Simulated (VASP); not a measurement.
TiSe2: relaxation of cell and atoms with PBE+D3(BJ)

Crystal: TiSe2.

```
CELL_PARAMETERS angstrom
3.53600 0.00000 0.00000
-1.76800 3.06227 0.00000
0.00000 0.00000 6.00400
ATOMIC_POSITIONS crystal
Ti 0.00000 0.00000 0.00000
Se 0.33333 0.66667 0.25520
Se 0.66667 0.33333 0.74480
```

* Program: VASP 6.6.1
* Task: relaxation of cell and atoms
* Functional: PBE
* Dispersion: D3(BJ)
* Potentials or basis: VASP PAW PBE potentials, release 64 (Ti_sv, Se)
* Cutoff: 600 eV
* k mesh: 12 × 12 × 6
* Occupations: gaussian, width 0.05 eV
* Spin: no spin polarisation
* Dipole correction: no
* Further INCAR settings: ALGO = Normal; EDIFF = 1e-06; IBRION = 2; EDIFFG = -0.01; NSW = 80; ISIF = 3

```yaml
Relaxed_volume: 20.52 Å³/atom
Relaxed_cell: a = 3.483 Å, b = 3.483 Å, c = 5.859 Å, α = 90.00°, β = 90.00°, γ = 120.00°
Space_group_after_relaxing_to_0.05_Å: P-3m1 (No. 164)
Energy_gained_by_relaxing: 7.6 meV/atom
Ionic_steps: 10
Pressure_after_relaxing: 0.0 GPa
Band_gap_on_the_k_mesh: none (metal or under the smearing width)
Dispersion_energy_per_atom: -0.451 eV
```

The path:
```
step  energy change (eV)  largest force (eV/Å)  pressure (GPa)  volume (Å³)
   1              0.0000                0.0903           -1.57        65.01
   2             -0.0085                0.3334            0.77        63.04
   3             -0.0091                0.2842            0.30        63.41
   4             -0.0153                0.1561            0.06        62.98
   5             -0.0171                0.0420           -0.13        62.60
   6             -0.0193                0.0406           -0.03        62.29
   7             -0.0224                0.0313            0.29        61.40
   8             -0.0217                0.0923           -0.61        61.86
   9             -0.0226                0.0091           -0.02        61.55
  10             -0.0227                0.0006            0.01        61.56
```

Final structure:
```
Ti Se
1.0
     3.48307    0.00000    0.00000
    -1.74154    3.01643    0.00000
     0.00000    0.00000    5.85900
Ti Se
1 2
Direct
  0.00000 0.00000 0.00000
  0.33333 0.66667 0.26519
  0.66667 0.33333 0.73481
```

Levels at points of the mesh, in eV from the Fermi level:
| k point | band 9 | band 10 | band 11 | band 12 | band 13 | band 14 | band 15 | band 16 |
| --- | --- | --- | --- | --- | --- | --- | --- | --- |
| (0.00, 0.00, 0.00) | -2.24 | 0.37 | 0.51 | 0.51 | 0.58 | 0.61 | 0.61 | 3.29 |
| (0.50, 0.00, 0.00) | -2.94 | -2.86 | -2.24 | -1.42 | 0.05 | 1.47 | 1.89 | 3.22 |
| (0.00, 0.00, 0.50) | -2.16 | -2.16 | 0.29 | 0.29 | 0.49 | 0.49 | 1.28 | 3.75 |
| (0.50, 0.00, 0.50) | -2.82 | -2.54 | -1.12 | -0.85 | -0.25 | 1.47 | 1.86 | 3.05 |

Wall time 11 min on 1 thread of AMD EPYC 7R13 Processor (Zen 3), on a shared host, peak memory 0.28 GiB.
